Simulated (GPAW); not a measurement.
# Co in GPAW: the effect of strain hydrostatic

Co:

```
CELL_PARAMETERS angstrom
0.00000 3.08868 3.08868
3.08868 0.00000 3.08868
3.08868 3.08868 0.00000
ATOMIC_POSITIONS crystal
Co 0.12500 0.12500 0.12500
Co 0.62500 0.12500 0.12500
Co 0.12500 0.62500 0.12500
Co 0.12500 0.12500 0.62500
Co 0.50000 0.50000 0.50000
Co 0.75000 0.75000 0.75000
```

This isn't the form of Co at room conditions, which is hcp.

Alike in all runs:

```yaml
Program: GPAW 26.7.0
Task: single point
Functional: PBEsol
Potentials_or_basis: PAW data sets generated in the run's folder for this functional
Cutoff: 600 eV
Basis: pw
k_mesh: 7 × 7 × 7
Occupations: fermi-dirac, width 0.05 eV
Spin: collinear spin, ferromagnetic start
Starting_moments: "[2.0, 2.0, 2.0, 2.0, 2.0, 2.0] μB"
Maxiter: 150
```

```csv
strain hydrostatic,pressure (GPa),moment (μB)
-0.04,32.5,9.38
-0.02,12.4,9.65
-0.01,4.3,9.76
0,-2.6,9.87
0.01,?,?
0.02,-13.3,10.27
0.04,-20.4,10.89
```

Q: What does the run with strain hydrostatic 0.01 give?

A: Pressure -8.5 GPa; moment 10.02 μB.

Worked out: A parabola through the other rows of the pressure, of slope -548 GPa per unit of strain hydrostatic there, gives -8.7 GPa, against the run's -8.5. A parabola through the other rows of the moment, of slope 21.1 μB per unit of strain hydrostatic there, gives 10.09 μB, against the run's 10.02.

Caveats: the density grid can change from cell to cell, which puts small steps into energies and stress.
